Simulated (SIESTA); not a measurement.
The system is GaP.

```
Ga P
1.0
     0.00000    2.72525    2.72525
     2.72525    0.00000    2.72525
     2.72525    2.72525    0.00000
Ga P
1 1
Direct
  0.00000 0.00000 0.00000
  0.75000 0.75000 0.75000
```

| Quantity | Value |
| --- | --- |
| Program | SIESTA 5.4.2 |
| Task | single point |
| Functional | PBE |
| Potentials or basis | PseudoDojo 0.4 standard (PBE files) |
| Basis | DZP (energy shift 0.003 Ry; two zetas on semicore shells) |
| Grid cutoff | 800 Ry |
| Energy shift | 0.003 Ry |
| k mesh | 8 × 8 × 8 |
| Occupations | fermi-dirac, width 0.05 eV |
| Spin | no spin polarisation |

On this cell: pressure 3.1 GPa; largest force zero by symmetry; band gap on the k mesh 1.64 eV, indirect (least direct gap 2.05 eV).

The same run follows on a disturbed copy (atoms moved at random, drawn with an rms of 0.05 Å):

```
Ga P
1.0
     0.00000    2.72525    2.72525
     2.72525    0.00000    2.72525
     2.72525    2.72525    0.00000
Ga P
1 1
Direct
  0.99861 0.98428 0.01741
  0.74762 0.74713 0.75281
```

Question: What changes?

Answer: The energy moves by +7.8 meV/atom; pressure 3.2 GPa; largest force 0.589 eV/Å; band gap on the k mesh 1.44 eV, indirect (least direct gap 1.89 eV).

Forces on the atoms (eV/Å):
```
Ga  -0.099 -0.460  0.354
P    0.099  0.460 -0.354
```

Stress tensor (GPa, compression positive):
```
 3.26  1.12 -1.45
 1.12  3.17 -0.30
-1.45 -0.30  3.21
```

Caveats: the basis of atomic orbitals isn't converged, which shifts pressures, moduli and gaps.

A k mesh can miss the band edges.
